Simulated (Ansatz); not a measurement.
# GeS: the cost of one run

Program: Ansatz 0.2.0. Level of theory: DFT PBEsol, scalar-relativistic, plane waves, PAW. These are calculated values, not measurements.

**1. The structure to begin with**

The structure is orthorhombic, space group Pnma (No. 62). The conventional cell has a = 10.440 Å, b = 3.650 Å, c = 4.300 Å, α = 90.00°, β = 90.00°, γ = 90.00°. Ge (site symmetry m) has 3 S at 2.46 to 2.50 Å as nearest neighbours. Around S (site symmetry m) lie 3 Ge at 2.46 to 2.50 Å.

Coordinates:

```
Ge S
1.0
    10.44000    0.00000    0.00000
     0.00000    3.65000    0.00000
     0.00000    0.00000    4.30000
Ge S
4 4
Direct
  0.12100 0.25000 0.10600
  0.87900 0.75000 0.89400
  0.37900 0.75000 0.60600
  0.62100 0.25000 0.39400
  0.85200 0.25000 0.50300
  0.14800 0.75000 0.49700
  0.64800 0.75000 0.00300
  0.35200 0.25000 0.99700
```

Source of the structure: the Crystallography Open Database.

**2. Probe: one point at the start**

Contents of input.yaml:

```yaml
crystal:
  lattice:
    - [10.44, 0.0, 0.0]
    - [0.0, 3.65, 0.0]
    - [0.0, 0.0, 4.3]
  atoms:
    - { symbol: Ge, position: [0.121, 0.25, 0.106] }
    - { symbol: Ge, position: [0.879, 0.75, 0.894] }
    - { symbol: Ge, position: [0.379, 0.75, 0.606] }
    - { symbol: Ge, position: [0.621, 0.25, 0.394] }
    - { symbol: S, position: [0.852, 0.25, 0.503] }
    - { symbol: S, position: [0.148, 0.75, 0.497] }
    - { symbol: S, position: [0.648, 0.75, 0.003] }
    - { symbol: S, position: [0.352, 0.25, 0.997] }
basis:
  ecutwfc: 420
kpoints:
  mp_grid: { grid: [2, 6, 4] }
hamiltonian:
  xc: pbesol
scf:
  occupations: { method: gaussian, width: 0.1 }
output:
  forces: true
  stress: true
  eigenvalues: true
```

The run is started by

```
ansatz run input.yaml --threads 4 --pin off --max-ram 5120MiB --backend cpu --events-out ev --progress --plain --runs-dir out
```

What time and memory should one allow on 4 threads of an Arm CPU, shared host?

About 4.2 s, with a peak of 0.56 GiB.
